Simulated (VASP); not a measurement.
Wanted: the native input for a VASP 6.6.1 run.

```yaml
Task: relaxation of cell and atoms
Functional: PBEsol
Potentials_or_basis: VASP PAW PBE potentials, release 64 (Si, O)
Cutoff: 600 eV
k_mesh: 6 × 6 × 8
Occupations: gaussian, width 0.02 eV
Spin: no spin polarisation
Further_INCAR_settings: ALGO = Fast; EDIFF = 1e-07; IBRION = 2; EDIFFG = -0.005; NSW = 90; ISIF = 3
```

The structure of SiO2 lies in POSCAR:

```
SiO2
1.0
    4.1865000000      0.0000000000      0.0000000000
    0.0000000000      4.1865000000      0.0000000000
    0.0000000000      0.0000000000      2.6684000000
Si O
2 4
Direct
    0.0000000000      0.0000000000      0.0000000000
    0.5000000000      0.5000000000      0.5000000000
    0.3059000000      0.3059000000      0.0000000000
    0.1941000000      0.8059000000      0.5000000000
    0.6941000000      0.6941000000      0.0000000000
    0.8059000000      0.1941000000      0.5000000000
```

The input as run:

INCAR

```
SYSTEM = SiO2
PREC = Accurate
ENCUT = 600
EDIFF = 1E-7
ISMEAR = 0
SIGMA = 0.02
LREAL = .FALSE.
LASPH = .TRUE.
NELM = 100
ALGO = Fast
ISIF = 3
LWAVE = .FALSE.
LCHARG = .FALSE.
GGA = PS
IBRION = 2
NSW = 90
EDIFFG = -0.005
```

KPOINTS

```
Automatic mesh
0
G
  6 6 8
  0 0 0
```

Potentials or basis: VASP PAW PBE potentials, release 64 (Si, O).

Launch:

```console
$ cat potpaw_PBE.64/Si/POTCAR potpaw_PBE.64/O/POTCAR > POTCAR
$ mpirun -np 1 vasp_std > vasp.out
```

Results of the run:

```
Relaxed volume                         : 7.86 Å³/atom
Relaxed cell                           : a = 4.192 Å, b = 4.192 Å, c = 2.683 Å, α = 90.00°, β = 90.00°, γ = 90.00°
Space group after relaxing (to 0.05 Å) : P4_2/mnm (No. 136)
Energy gained by relaxing              : 0.7 meV/atom
Ionic steps                            : 6
Pressure after relaxing                : 0.0 GPa
Band gap on the k mesh                 : 5.34 eV, direct
```

Caveat: the PAW data sets were made with another functional, which shifts forces and pressure a little.

Run time: 2.5 min on 1 thread of Intel(R) Xeon(R) Platinum 8259CL CPU @ 2.50GHz (Skylake/Cascade Lake), on a shared host, peak memory 0.2 GiB.
